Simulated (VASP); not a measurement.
## VASP 6.6.1 run: CaO

INCAR

```
LREAL = .FALSE.
NELM = 78
EDIFF = 1E-7
ALGO = VeryFast
NSW = 0
GGA = PE
LASPH = .TRUE.
ISIF = 2
ENCUT = 350
IBRION = -1
PREC = Accurate
ISMEAR = -1
SIGMA = 0.02
LCHARG = .FALSE.
LWAVE = .FALSE.
NBANDS = 15
```

KPOINTS

```
KPOINTS created by Atomic Simulation Environment
0
Gamma
8 8 8
0 0 0
```

POSCAR

```
Ca O
 1.0000000000000000
     0.0000000000000000    2.5840531753999998    2.6067317416000000
     2.5840531753999998    0.0000000000000000    2.6067317416000000
     2.5840531753999998    2.5840531753999998    0.0000000000000000
 Ca  O
   1   1
Cartesian
  0.0000000000000000  0.0000000000000000  0.0000000000000000
  1.2920265876999999  1.2920265876999999  1.3033658708000000
```

The recommended PBE PAW datasets give the neutral cell 16 valence electrons.

Command

```
mpirun -np 1 vasp_std
```

How does this run end, and what does it give?

It converged. Results: gap between bands v and c on the k mesh 3.39 eV; least direct gap on the k mesh 4.07 eV; pressure -5.3 GPa. Band v is the last that the valence electrons fill when counted band by band, and c is the next.

OSZICAR

```
N       E                     dE             d eps       ncg     rms          rms(c)
RMM:   1     0.114897681029E+03    0.11490E+03   -0.49628E+03   885   0.639E+02
RMM:   2     0.608851604378E+01   -0.10881E+03   -0.13211E+03   885   0.197E+02
RMM:   3    -0.591764266531E+01   -0.12006E+02   -0.20400E+02   885   0.908E+01
RMM:   4    -0.132660154605E+02   -0.73484E+01   -0.50881E+01   885   0.478E+01
RMM:   5    -0.144969419370E+02   -0.12309E+01   -0.10331E+01   885   0.215E+01
RMM:   6    -0.147712829921E+02   -0.27434E+00   -0.25871E+00   885   0.110E+01
RMM:   7    -0.148621510270E+02   -0.90868E-01   -0.95422E-01   885   0.659E+00
RMM:   8    -0.149053982360E+02   -0.43247E-01   -0.47556E-01   885   0.465E+00
RMM:   9    -0.149312662266E+02   -0.25868E-01   -0.28645E-01  3243   0.344E+00
RMM:  10    -0.149510294883E+02   -0.19763E-01   -0.18127E-01  3453   0.180E+00
...
RMM:  21    -0.124757209434E+02   -0.50938E-04   -0.39854E-04  3457   0.802E-02    0.941E-03
RMM:  22    -0.124757417104E+02   -0.20767E-04   -0.14577E-04  3377   0.529E-02    0.258E-03
RMM:  23    -0.124757496820E+02   -0.79716E-05   -0.66862E-05  3355   0.341E-02    0.252E-03
RMM:  24    -0.124757532460E+02   -0.35640E-05   -0.27408E-05  3331   0.224E-02    0.254E-03
RMM:  25    -0.124757549650E+02   -0.17190E-05   -0.12118E-05  3154   0.151E-02    0.171E-03
RMM:  26    -0.124757560202E+02   -0.10552E-05   -0.54089E-06  3047   0.110E-02    0.106E-03
RMM:  27    -0.124757563313E+02   -0.31109E-06   -0.27370E-06  2841   0.745E-03    0.488E-04
RMM:  28    -0.124757565095E+02   -0.17823E-06   -0.13694E-06  2681   0.528E-03    0.254E-04
RMM:  29    -0.124757565617E+02   -0.52181E-07   -0.69177E-07  2466   0.383E-03
   1 F= -.12475757E+02 E0= -.12475757E+02  d E =-.191930E-12
```

These settings aren't sound, so the numbers aren't properties of the crystal.

On sound settings PBE gives a gap of 3.38 eV on its mesh and a pressure of 3.3 GPa for the intended cell.
